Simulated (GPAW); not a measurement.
A run of GPAW 26.7.0:

Contents of run.py:

```python
from ase import Atoms
from ase.filters import FrechetCellFilter
from ase.io import write
from ase.optimize import BFGS
from ase.units import GPa
from gpaw import GPAW, PW, setup_paths

setup_paths.insert(0, '.')

atoms = Atoms(['Al'],
              cell=[[0.0, 2.024805, 2.024805],
                    [2.024805, 0.0, 2.024805],
                    [2.024805, 2.024805, 0.0]],
              scaled_positions=[[0.0, 0.0, 0.0]],
              pbc=True)

calc = GPAW(mode=PW(600),
            xc='PBEsol',
            kpts={'size': (11, 11, 11), 'gamma': True},
            occupations={'name': 'fermi-dirac', 'width': 0.05},
            nbands=7,
            convergence={'density': 1e-05, 'forces': 0.0001},
            maxiter=150,
            txt='gpaw.txt')
atoms.calc = calc
opt = BFGS(FrechetCellFilter(atoms, scalar_pressure=2 * GPa), trajectory='relax.traj', logfile='-')
done = opt.run(fmax=0.02, steps=60)
calc.write('gs.gpw')
write('result.traj', atoms)
print('Converged:', done)
print('Cell:', atoms.cell.cellpar().round(4))
print('Volume:', round(atoms.get_volume(), 4))
print(atoms.get_scaled_positions().round(5))
```

Potentials or basis: PAW data sets generated in the run's folder for this functional, pw.

Run with:

```bash
$ gpaw-setup -f PBEsol Al
$ OMP_NUM_THREADS=1 python run.py
```

Hardware: 1 thread of Intel(R) Xeon(R) Platinum 8375C CPU @ 2.90GHz (Ice Lake), with other jobs on the host.

Problem. Estimate the wall time of this run.

Solution. Wall time 19 s on 1 thread of Intel(R) Xeon(R) Platinum 8375C CPU @ 2.90GHz (Ice Lake), with other jobs on the host, peak memory 0.14 GiB. Counts: scf iterations 25, plane waves 564, bands 7, k points 56, ion steps 3.
